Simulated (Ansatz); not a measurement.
**InSe: response to strain**

Aim: deform InSe (equal xy, yz and zx engineering shear strains of -1 %) and compute stress, forces and field gradients with LAPW, PAW and all-electron datasets made for the crystal.

Program: Ansatz 0.2.0. Level of theory: DFT PBE, scalar-relativistic. These are calculated values, not measurements.

**1. The system as given**

It takes space group C2/m (No. 12, monoclinic). The conventional cell has a = 11.736 Å, b = 4.110 Å, c = 4.610 Å, α = 90.00°, β = 110.30°, γ = 90.00°. In (site symmetry m) is surrounded by 3 Se at 2.58 to 2.78 Å and 1 In at 2.74 Å. Se (site symmetry m) has 3 In at 2.58 to 2.78 Å as nearest neighbours.

As a file:

```
CELL_PARAMETERS angstrom
5.86790 -2.05500 0.00000
5.86790 2.05500 0.00000
-1.59942 0.00000 4.32366
ATOMIC_POSITIONS crystal
In 0.88400 0.88400 0.00500
In 0.11600 0.11600 0.99500
Se 0.66000 0.66000 0.64200
Se 0.34000 0.34000 0.35800
```

Atoms are numbered in the order of the input: In1, In2, Se3, Se4.

**2. The deformed structure**

Space group C2/m before, P-1 after.

**3. All-electron LAPW**

input.yaml

```yaml
crystal:
  lattice:
    - [5.8781776766, -2.0843395134, -0.0190645134]
    - [5.8576276766, 2.0256604866, -0.0396145134]
    - [-1.6210339782, -0.0136212036, 4.3316534849]
  atoms:
    - { symbol: In, position: [0.884, 0.884, 0.005] }
    - { symbol: In, position: [0.116, 0.116, 0.995] }
    - { symbol: Se, position: [0.66, 0.66, 0.642] }
    - { symbol: Se, position: [0.34, 0.34, 0.358] }
kpoints:
  mp_grid: { grid: [7, 7, 6] }
  band_path:
    path:
      - [0.0, 0.0, 0.0]
      - [0.0, 0.0, 0.5]
      - [0.5, 0.0, 0.0]
      - [0.0, 0.0, 0.0]
      - [0.5, 0.5, 0.0]
      - [0.0, 0.5, -0.5]
      - [0.0, 0.0, 0.0]
      - [0.0, 0.5, 0.0]
      - [0.5, 0.5, -0.5]
    npoints: 5
scf:
  occupations: { method: fermi_dirac, width: 0.02 }
hamiltonian:
  xc: pbe
  pseudopotentials: { kind: all_electron, lapw: { basis_error: 0.0005 } }
output:
  forces: true
  stress: true
  eigenvalues: true
```

Started as:

```sh
$ ansatz run input.yaml --threads 1 --pin off --max-ram 4096MiB --backend cpu --events-out ev --progress --plain --runs-dir out
```

**4. PAW with frozen cores**

input.yaml

```yaml
crystal:
  lattice:
    - [5.8781776766, -2.0843395134, -0.0190645134]
    - [5.8576276766, 2.0256604866, -0.0396145134]
    - [-1.6210339782, -0.0136212036, 4.3316534849]
  atoms:
    - { symbol: In, position: [0.884, 0.884, 0.005] }
    - { symbol: In, position: [0.116, 0.116, 0.995] }
    - { symbol: Se, position: [0.66, 0.66, 0.642] }
    - { symbol: Se, position: [0.34, 0.34, 0.358] }
kpoints:
  mp_grid: { grid: [7, 7, 6] }
scf:
  occupations: { method: fermi_dirac, width: 0.02 }
hamiltonian:
  xc: pbe
  pseudopotentials: { kind: paw }
output:
  forces: true
  stress: true
  eigenvalues: true
  efg: { contact_densities: true }
  write_density: true
  write_potential: true
  elf: true
  volumetric_format: npy
```

**5. All-electron PAW on datasets made for the crystal**

Edit input.yaml of step 4 so:

```diff
@@ -16,3 +16,3 @@
   xc: pbe
-  pseudopotentials: { kind: paw }
+  pseudopotentials: { kind: all_electron, datasets: crystal }
 output:
@@ -22,5 +22 @@
   efg: { contact_densities: true }
-  write_density: true
-  write_potential: true
-  elf: true
-  volumetric_format: npy
```

(Steps that only read results are left out.)

Before running it: what results should come out? Wanted: pressure; largest shear or deviatoric stress.

**Answer**, as computed:

| quantity | value |
| --- | --- |
| pressure | LAPW 3.06, PAW 3.05, crystal datasets 3.06 GPa |
| largest shear or deviatoric stress (LAPW) | 2.84 GPa |

**Reading.** The largest part of the stress beyond the pressure is 2.84 GPa in size, in the xz component; the atoms are carried along and not relaxed. No run of the undeformed cell stands beside it, so the pressure holds what the given cell had before the change. PAW: stress within 0.01 GPa of LAPW, forces within 1 meV/Å. Crystal datasets: stress within 0.01 GPa of LAPW, forces within 1 meV/Å.
